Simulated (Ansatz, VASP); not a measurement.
# TiSi2: equilibrium volume by level of theory

```cif
data_structure
_symmetry_space_group_name_H-M 'Fddd:1'
_symmetry_Int_Tables_number 70
_cell_length_a 4.7790
_cell_length_b 8.2350
_cell_length_c 8.5258
_cell_angle_alpha 90.000
_cell_angle_beta 90.000
_cell_angle_gamma 90.000
_cell_volume 335.54
loop_
_atom_site_label
_atom_site_type_symbol
_atom_site_symmetry_multiplicity
_atom_site_Wyckoff_symbol
_atom_site_fract_x
_atom_site_fract_y
_atom_site_fract_z
_atom_site_occupancy
Ti1 Ti 8 b 0.75000 0.25000 0.25000 1
Si1 Si 16 f 0.75000 0.91257 0.25000 1
```

The cell is a database's computed one, not the measured one.

| rung | level | program and potentials | cutoff (eV) | k mesh | smearing | equilibrium volume (Å³/atom) | notes |
| --- | --- | --- | --- | --- | --- | --- | --- |
| GGA | BLYP | VASP, PBE PAW files Si, Ti_sv, 600 eV | 600 | 5 × 5 × 5 | fermi-dirac 0.05 | 15.00 | potentials made for PBE; 6.67 valence electrons an atom on average |
| GGA | PBE | Ansatz, PseudoDojo stringent (PBE files) | 1143 | 7 × 7 × 7 | fermi-dirac 0.05 | 14.17 | 6.67 valence electrons an atom on average |
| GGA | PBE | Ansatz, SPMS NC | 707 | 7 × 7 × 7 | fermi-dirac 0.05 | 14.16 | 6.67 valence electrons an atom on average |
| GGA | PBE | VASP, PBE PAW files Si, Ti, 580 eV | 580 | 7 × 7 × 7 | fermi-dirac 0.05 | 14.14 | 4 valence electrons an atom on average |
| GGA + dispersion | PBE+D3(BJ) | VASP, PBE PAW files Si, Ti_sv, 600 eV | 600 | 7 × 7 × 7 | fermi-dirac 0.05 | 13.55 | 6.67 valence electrons an atom on average |
| GGA | PBEsol | VASP, PBE PAW files Si, Ti_sv, 600 eV | 600 | 5 × 5 × 5 | fermi-dirac 0.05 | 13.79 | potentials made for PBE; 6.67 valence electrons an atom on average |
| GGA + dispersion | PBEsol+D3(BJ) | VASP, PBE PAW files Si, Ti_sv, 600 eV | 600 | 7 × 7 × 7 | fermi-dirac 0.05 | (a) | potentials made for PBE; 6.67 valence electrons an atom on average |
| GGA + U (6 eV) | PBEsol+U (Ti d U = 6 eV) | VASP, PBE PAW files Si, Ti_sv, 600 eV | 600 | 5 × 5 × 5 | fermi-dirac 0.05 | 14.53 | potentials made for PBE; 6.67 valence electrons an atom on average |
| GGA + U (2 eV) | PBEsol+U (Ti d U = 2 eV) | VASP, PBE PAW files Si, Ti_sv, 600 eV | 600 | 5 × 5 × 5 | fermi-dirac 0.05 | 14.03 | potentials made for PBE; 6.67 valence electrons an atom on average |
| non-local van der Waals functional | PBE+rVV10 | VASP, PBE PAW files Si, Ti_sv, 600 eV | 600 | 7 × 7 × 7 | fermi-dirac 0.05 | (b) | 6.67 valence electrons an atom on average |
| non-local van der Waals functional | rev-vdW-DF2 | VASP, PBE PAW files Si, Ti_sv, 600 eV | 600 | 5 × 5 × 5 | fermi-dirac 0.05 | 14.10 | potentials made for PBE; 6.67 valence electrons an atom on average |
| non-local van der Waals functional | vdW-DF-cx | VASP, PBE PAW files Si, Ti_sv, 600 eV | 600 | 5 × 5 × 5 | fermi-dirac 0.05 | 13.95 | potentials made for PBE; 6.67 valence electrons an atom on average |

Task: relaxation of cell and atoms. All rows: no spin polarisation. Smearing widths are in eV. For a metal such meshes aren't converged. Meshes differ between rows, which moves values too. Meshes are those of the run's cell of 6 atoms unless a note names another. Relaxations start from the cell shown or near it and stop with a little pressure left. Runs on faulty files, with rough fits or with known faults for this quantity aren't shown. No row holds spin-orbit coupling.

Estimate the values left out from the other rows.

(a) 13.27 Å³/atom; (b) 14.08 Å³/atom.
